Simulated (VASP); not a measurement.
# CdTe (F-43m) in VASP: settings compared, part 2 of 2

VASP 6.6.1. Earlier steps stand in the parts before.

## (3) Single point, RPBE+D4

This run uses another cell than the first one, of 34.60 Å³/atom.

Input file INCAR:

```
ALGO     = Normal         # electronic algorithm
EDIFF    = 1E-6           # SCF threshold, eV
ENCUT    = 520            # plane-wave cutoff, eV
GGA      = RP             # functional
ISIF     = 2              # what is computed and relaxed
ISMEAR   = -1             # smearing method
IVDW     = 13             # dispersion correction
LASPH    = True           # aspherical terms in the spheres
LCHARG   = True           # write CHGCAR
LELF     = True           # ELF
LREAL    = False          # projectors in reciprocal space
LVHAR    = True         
LWAVE    = False          # write WAVECAR
NBANDS   = 16             # bands
NELM     = 80             # most SCF steps
PREC     = Accurate       # precision mode
SIGMA    = 0.05           # smearing width, eV
```

Input file KPOINTS:

```
k-points
0
Gamma
  7 7 7
```

Input file POSCAR:

```
CdTe
1.0
    0.0000000000      3.2585672803      3.2585672803
    3.2585672803      0.0000000000      3.2585672803
    3.2585672803      3.2585672803      0.0000000000
Te Cd
1 1
Direct
    0.7500000000      0.7500000000      0.7500000000
    0.0000000000      0.0000000000      0.0000000000
```

Potentials or basis: VASP PAW PBE potentials, release 64 (Te, Cd).

The run is started by

```console
cat potpaw_PBE.64/Te/POTCAR potpaw_PBE.64/Cd/POTCAR > POTCAR
mpirun -np 1 vasp_std > vasp.out
```

OUTCAR:

```text
EDIFF = 1E-6
   ENCUT = 520
   GGA = RP
   ISIF = 2
   ISMEAR = -1
   IVDW = 13
   LASPH = True
   LREAL = False
   NELM = 80
   PREC = Accurate

 ion  position               nearest neighbor table
   1  0.750  0.750  0.750-   2 2.82   2 2.82   2 2.82   2 2.82
   2  0.000  0.000  0.000-   1 2.82   1 2.82   1 2.82   1 2.82

  LATTYP: Found a face centered cubic cell.
 ALAT       =     6.5171345606

  Lattice vectors:

 A1 = (   0.0000000000,   3.2585672803,   3.2585672803)
 A2 = (   3.2585672803,   0.0000000000,   3.2585672803)
 A3 = (   3.2585672803,   3.2585672803,   0.0000000000)

Analysis of symmetry for initial positions (statically):
=====================================================================
 Subroutine PRICEL returns:
 Original cell was already a primitive cell.

 Routine SETGRP: Setting up the symmetry group for a
 face centered cubic supercell.

 Subroutine GETGRP returns: Found 24 space group operations
 (whereof 24 operations were pure point group operations)
 out of a pool of 48 trial point group operations.

The static configuration has the point symmetry T_d .

Analysis of symmetry for dynamics (positions and initial velocities):
[... 155 lines left out ...]

 val. band max:        2.3111440291   @ k =   0.0000   0.0000   0.0000
 cond. band min:       3.1807312266   @ k =   0.0000   0.0000   0.0000
 fundamental gap:      0.8695871975
 Fermi energy:         2.7784916378

 k-point     1 :       0.0000    0.0000    0.0000
  band No.  band energies     occupation
      1      -8.7233      2.00000
      2      -5.9252      2.00000
      3      -5.9252      2.00000
      4      -5.9252      2.00000
      5      -5.6791      2.00000
      6      -5.6791      2.00000
[... 357 lines left out ...]
      3      -5.8031      2.00000
      4      -5.7075      2.00000
      5      -5.6751      2.00000
      6      -5.1436      2.00000
[... 8 lines left out ...]
     15      12.4916      0.00000
     16      14.2897      0.00000

------------------------ aborting loop because EDIFF is reached ----------------------------------------

  DFT-D4 for vdW energy calculation

  Edisp (eV):   -1.23116

  FORCE on cell =-STRESS in cart. coord.  units (eV):
  Direction    XX          YY          ZZ          XY          YZ          ZX
  --------------------------------------------------------------------------------------
  -------------------------------------------------------------------------------------
  Total       0.05443     0.05443     0.05443     0.00000    -0.00000    -0.00000
  in kB       1.26015     1.26015     1.26015     0.00000    -0.00000    -0.00000
  external pressure =        1.26 kB  Pullay stress =        0.00 kB

 VOLUME and BASIS-vectors are now :
 -----------------------------------------------------------------------------
  energy-cutoff  :      520.00
  volume of cell :       69.20
      direct lattice vectors                 reciprocal lattice vectors
     0.000000000  3.258567280  3.258567280    -0.153441668  0.153441668  0.153441668
     3.258567280  0.000000000  3.258567280     0.153441668 -0.153441668  0.153441668
     3.258567280  3.258567280  0.000000000     0.153441668  0.153441668 -0.153441668

 POSITION                                       TOTAL-FORCE (eV/Angst)
 -----------------------------------------------------------------------------------
      4.88785      4.88785      4.88785        -0.000000     -0.000000     -0.000000
      0.00000      0.00000      0.00000         0.000000      0.000000      0.000000
 -----------------------------------------------------------------------------------
    total drift:                                0.000000      0.000000      0.000000

  FREE ENERGIE OF THE ION-ELECTRON SYSTEM (eV)
  ---------------------------------------------------
  free  energy   TOTEN  =        -5.3541391743 eV

  energy  without entropy=       -5.3541373001  energy(sigma->0) =       -5.35413824
```

OSZICAR:

```text
N       E                     dE             d eps       ncg     rms          rms(c)
DAV:   1     0.102712744379E+03    0.10271E+03   -0.80880E+03   640   0.965E+02
DAV:   2    -0.593407353646E+00   -0.10331E+03   -0.98125E+02   776   0.234E+02
DAV:   3    -0.429793392537E+01   -0.37045E+01   -0.37004E+01   784   0.469E+01
DAV:   4    -0.433202845174E+01   -0.34095E-01   -0.34093E-01   968   0.396E+00
DAV:   5    -0.433210724446E+01   -0.78793E-04   -0.78793E-04   840   0.181E-01    0.560E+00
DAV:   6    -0.413014068231E+01    0.20197E+00   -0.34071E-01   696   0.673E+00    0.454E+00
DAV:   7    -0.411842891683E+01    0.11712E-01   -0.12061E-01   736   0.222E+00    0.167E+00
DAV:   8    -0.412159450995E+01   -0.31656E-02   -0.12034E-02   712   0.122E+00    0.501E-01
DAV:   9    -0.412269357327E+01   -0.10991E-02   -0.16289E-03   776   0.376E-01    0.106E-01
DAV:  10    -0.412284095733E+01   -0.14738E-03   -0.16725E-04   816   0.127E-01    0.613E-02
DAV:  11    -0.412297572503E+01   -0.13477E-03   -0.27861E-04   712   0.926E-02    0.372E-02
DAV:  12    -0.412297543896E+01    0.28607E-06   -0.42824E-06   800   0.150E-02
   1 F= -.53541392E+01 E0= -.53541382E+01  d E =-.187423E-05
```

Run time: 40 s. Hardware: 1 thread of AMD EPYC 7R43 (Zen 3), shared host; peak memory 0.18 GiB.

What came out:

| Item | Value |
| --- | --- |
| Free energy | -5.3541 eV |
| Pressure | 0.1 GPa |
| Band gap on the k mesh | 0.87 eV |
| Dispersion energy per atom | -0.616 eV |

Levels at points of the mesh, in eV from the valence-band top:
| k point | band 7 | band 8 | band 9 | band 10 | band 11 | band 12 |
| --- | --- | --- | --- | --- | --- | --- |
| (0.00, 0.00, 0.00) | 0.00 | 0.00 | 0.00 | 0.87 | 4.68 | 4.68 |

Caveat: the PAW data sets were made with another functional, which shifts forces and pressure a little; spin-orbit coupling is left out, which moves the levels of the heavy elements.

## (4) Single point, PBE exchange alone

This run uses another cell than the first one, of 43.67 Å³/atom.

Input file INCAR:

```
PREC     = Accurate       # precision mode
ENCUT    = 520            # plane-wave cutoff, eV
EDIFF    = 1E-6           # SCF threshold, eV
ISMEAR   = -1             # smearing method
SIGMA    = 0.05           # smearing width, eV
LREAL    = False          # projectors in reciprocal space
LASPH    = True           # aspherical terms in the spheres
NELM     = 100            # most SCF steps
ALGO     = Normal         # electronic algorithm
ISIF     = 2              # what is computed and relaxed
LWAVE    = False          # write WAVECAR
LCHARG   = False          # write CHGCAR
GGA      = PE             # functional
ALDAC    = 0.0          
AGGAC    = 0.0          
NBANDS   = 16             # bands
```

Input file KPOINTS:

```
regular mesh
0
Gamma
  7 7 7
```

Input file POSCAR:

```
CdTe
1.0
    0.0000000000      3.5215478613      3.5215478613
    3.5215478613      0.0000000000      3.5215478613
    3.5215478613      3.5215478613      0.0000000000
Te Cd
1 1
Direct
    0.7500000000      0.7500000000      0.7500000000
    0.0000000000      0.0000000000      0.0000000000
```

The run is started by

```console
cat potpaw_PBE.64/Te/POTCAR potpaw_PBE.64/Cd/POTCAR > POTCAR
mpirun -np 1 vasp_std > vasp.out
```

Wall time 41 s (1 thread of AMD EPYC 7R43 (Zen 3), shared host); peak memory 0.2 GiB.

It converged, with:

| Quantity | Value |
| --- | --- |
| Free energy | -2.9754 eV |
| Pressure | 0.1 GPa |
| Band gap on the k mesh | zero (filled and empty bands touch) |

Levels at points of the mesh, in eV from the Fermi level:
```tsv
k point	band 7	band 8	band 9	band 10	band 11	band 12
(0.00, 0.00, 0.00)	-0.10	-0.09	-0.09	-0.09	4.55	4.55
```

Caveat: semilocal functionals underestimate gaps, so a narrow gap can read as zero; spin-orbit coupling is left out, which moves the levels of the heavy elements.

## (5) Single point, PBE

Input file INCAR:

```
  ALGO = Normal
  EDIFF = 1E-6
  ENCUT = 520
  GGA = PE
  ISIF = 2
  ISMEAR = -1
  LASPH = T
  LCHARG = T
  LELF = T
  LREAL = F
  LVHAR = T
  LWAVE = F
  NBANDS = 16
  NELM = 60
  PREC = Accurate
  SIGMA = 0.05
```

Input file KPOINTS:

```
k-points
0
Gamma
  10 10 10
```

Input file POSCAR:

```
CdTe
1.0
    0.0000000000      3.2050000000      3.2050000000
    3.2050000000      0.0000000000      3.2050000000
    3.2050000000      3.2050000000      0.0000000000
Te Cd
1 1
Direct
    0.7500000000      0.7500000000      0.7500000000
    0.0000000000      0.0000000000      0.0000000000
```

The run is started by

```console
cat potpaw_PBE.64/Te/POTCAR potpaw_PBE.64/Cd/POTCAR > POTCAR
mpirun -np 1 vasp_std > vasp.out
```

Wall time 75 s (1 thread of AMD EPYC 7R43 (Zen 3), shared host); peak memory 0.2 GiB.

It converged, with:

```
Free energy            : -4.7275 eV
Pressure               : 4.4 GPa
Band gap on the k mesh : 0.87 eV
```

Levels at points of the mesh, in eV from the valence-band top:
| k point | band 7 | band 8 | band 9 | band 10 | band 11 | band 12 |
| --- | --- | --- | --- | --- | --- | --- |
| (0.00, 0.00, 0.00) | 0.00 | 0.00 | 0.00 | 0.87 | 4.58 | 4.58 |
| (0.50, 0.00, 0.00) | -4.62 | -0.83 | -0.83 | 1.85 | 5.17 | 5.17 |
| (0.50, 0.50, 0.00) | -4.47 | -1.98 | -1.98 | 2.53 | 2.66 | 9.03 |

Caveat: the cell stands under pressure; spin-orbit coupling is left out, which moves the levels of the heavy elements.

## (6) The runs side by side

```csv
level,cell,k mesh,gap on the mesh (eV),pressure (GPa)
BLYP,"a = 4.533 Å, angles 60.0°, 2 atoms",7 × 7 × 7,0.82,7.3
RPBE+D4,"a = 4.608 Å, angles 60.0°, 2 atoms",7 × 7 × 7,0.87,0.1
PBE exchange alone,"a = 4.980 Å, angles 60.0°, 2 atoms",7 × 7 × 7,none,0.1
PBE,"a = 4.533 Å, angles 60.0°, 2 atoms",10 × 10 × 10,0.87,4.4
```

Alike in all rows: task single point; potentials or basis VASP PAW PBE potentials, release 64 (Te, Cd); no spin polarisation; cutoff (eV) 520; smearing fermi-dirac 0.05 eV.

Caveats: spin-orbit coupling is left out, which moves the levels of the heavy elements; the cell stands under pressure (at least some runs); the PAW data sets were made with another functional, which shifts forces and pressure a little (at least some runs); semilocal functionals underestimate gaps, so a narrow gap can read as zero (at least some runs).

Absolute energies hang on the potentials; compare differences alone.

## (7) Comparison with measurements

Step 3. A measured gap of CdTe is 1.607 eV (0 K; a printed reference work, data compilation); the calculated 0.87 eV misses it by -0.74 eV. Spin-orbit coupling on Cd, Te is left out. The value is that of RPBE+D4, without temperature or zero-point motion. Semilocal functionals fall short of measured gaps as a rule.

Step 4. Measured gap of CdTe: 1.607 eV (0 K; a printed reference work, data compilation). This calculation gives 0.00 eV (-1.61 eV). So large a miss can be the level of theory's own, or it may mean another phase, state or a wrong row. Spin-orbit coupling on Cd, Te is left out. The value is that of PBE exchange alone on a finite k mesh, which can miss the band edges, without temperature or zero-point motion.
